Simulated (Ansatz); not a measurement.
ZnS (wurtzite), relaxed with r2SCAN in Ansatz. The symmetry is P6_3mc (No. 186, hexagonal); a = 3.805 Å, c = 6.244 Å in the conventional setting, 19.58 Å³ an atom. Zn has 4 S at 2.33–2.34 Å; S has 4 Zn at 2.33–2.34 Å.

The axes x, y and z are those of this cell:
```
Zn S
1.0
     3.80545    0.00000    0.00000
    -1.90273    3.29562    0.00000
     0.00000    0.00000    6.24399
Zn S
2 2
Direct
  0.33333 0.66667 0.00034
  0.66667 0.33333 0.50034
  0.33333 0.66667 0.37466
  0.66667 0.33333 0.87466
```

Unstrained: With PBE the gap is 2.213 eV and direct, at Γ. With r2SCAN the gap is 2.781 eV and direct, at Γ. The HSE06 gap is direct at Γ: 3.444 eV. Meshes: PBE 12×12×4, r2SCAN 12×12×4, HSE06 6×6×4. Strains are changes of length per length. After each strain the atoms were relaxed again with r2SCAN within the symmetry that the strain leaves, so tilts or polar shifts that break it weren't tested; points keep the names that they have in the unstrained zone. The values are computed, spin-unpolarised, and not measurements.

(1) Apply isotropic +2.0 % on every length. How far does the gap move, against the unstrained cell?

(2) Apply isotropic -3.0 % on every length. How far does the gap move, against the unstrained cell?

(3) Estimate what isotropic +3.0 % on every length does to the gap.

(4) Estimate what isotropic +4.0 % on every length does to the gap.

(5) Apply isotropic +1.0 % on every length. How far does the gap move, against the unstrained cell?

(6) Apply isotropic -1.0 % on every length. How far does the gap move, against the unstrained cell?

(7) Apply isotropic -2.0 % on every length. How far does the gap move, against the unstrained cell?

(8) Estimate what isotropic -4.0 % on every length does to the gap.

(9) Order the strained cells by their HSE06 gap, smallest first.
A. isotropic -2.0 % on every length
B. isotropic +3.0 % on every length
C. isotropic +2.0 % on every length
D. isotropic -4.0 % on every length
E. isotropic +4.0 % on every length
F. isotropic -3.0 % on every length
G. isotropic -1.0 % on every length
H. isotropic +1.0 % on every length

Answers

(1) PBE: the gap goes from 2.213 to 1.951 eV (-0.262 eV); with r2SCAN the top three valence levels at Γ, grouped 2+1 from the top over 85 meV, become 2+1 over 73 meV. r2SCAN: the gap goes from 2.781 to 2.503 eV (-0.278 eV). HSE06: the gap goes from 3.444 to 3.157 eV (-0.287 eV). The r2SCAN energy rises by 15.9 meV an atom.

(2) PBE: the gap goes from 2.213 to 2.632 eV (+0.419 eV); with r2SCAN the top three valence levels at Γ, grouped 2+1 from the top over 85 meV, become 2+1 over 103 meV. r2SCAN: the gap goes from 2.781 to 3.223 eV (+0.442 eV). HSE06: the gap goes from 3.444 to 3.893 eV (+0.449 eV). The r2SCAN energy rises by 43.4 meV an atom.

(3) PBE: the gap goes from 2.213 to 1.825 eV (-0.388 eV); with r2SCAN the top three valence levels at Γ, grouped 2+1 from the top over 85 meV, become 2+1 over 67 meV. r2SCAN: the gap goes from 2.781 to 2.370 eV (-0.411 eV). HSE06: the gap goes from 3.444 to 3.017 eV (-0.427 eV). The r2SCAN energy rises by 34.7 meV an atom.

(4) PBE: the gap goes from 2.213 to 1.703 eV (-0.510 eV); with r2SCAN the top three valence levels at Γ, grouped 2+1 from the top over 85 meV, become 2+1 over 61 meV. r2SCAN: the gap goes from 2.781 to 2.241 eV (-0.540 eV). HSE06: the gap goes from 3.444 to 2.880 eV (-0.564 eV). The r2SCAN energy rises by 60.0 meV an atom.

(5) PBE: the gap goes from 2.213 to 2.080 eV (-0.133 eV). r2SCAN: the gap goes from 2.781 to 2.640 eV (-0.141 eV). HSE06: the gap goes from 3.444 to 3.298 eV (-0.146 eV). The r2SCAN energy rises by 4.0 meV an atom.

(6) PBE: the gap goes from 2.213 to 2.349 eV (+0.136 eV); with r2SCAN the top three valence levels at Γ, grouped 2+1 from the top over 85 meV, become 2+1 over 91 meV. r2SCAN: the gap goes from 2.781 to 2.925 eV (+0.144 eV). HSE06: the gap goes from 3.444 to 3.591 eV (+0.147 eV). The r2SCAN energy rises by 4.6 meV an atom.

(7) PBE: the gap goes from 2.213 to 2.489 eV (+0.276 eV); with r2SCAN the top three valence levels at Γ, grouped 2+1 from the top over 85 meV, become 2+1 over 97 meV. r2SCAN: the gap goes from 2.781 to 3.072 eV (+0.291 eV). HSE06: the gap goes from 3.444 to 3.741 eV (+0.297 eV). The r2SCAN energy rises by 18.7 meV an atom.

(8) PBE: the gap goes from 2.213 to 2.778 eV (+0.565 eV); with r2SCAN the top three valence levels at Γ, grouped 2+1 from the top over 85 meV, become 2+1 over 109 meV. r2SCAN: the gap goes from 2.781 to 3.378 eV (+0.597 eV). HSE06: the gap goes from 3.444 to 4.048 eV (+0.604 eV). The r2SCAN energy rises by 79.6 meV an atom.

(9) E (2.88 eV), B (3.02 eV), C (3.16 eV), H (3.30 eV), G (3.59 eV), A (3.74 eV), F (3.89 eV), D (4.05 eV).

The meshes of the hybrids are coarse, so their gaps aren't converged to the digits shown.

The splittings at Γ are without spin-orbit coupling, which regroups them where it is of like size.
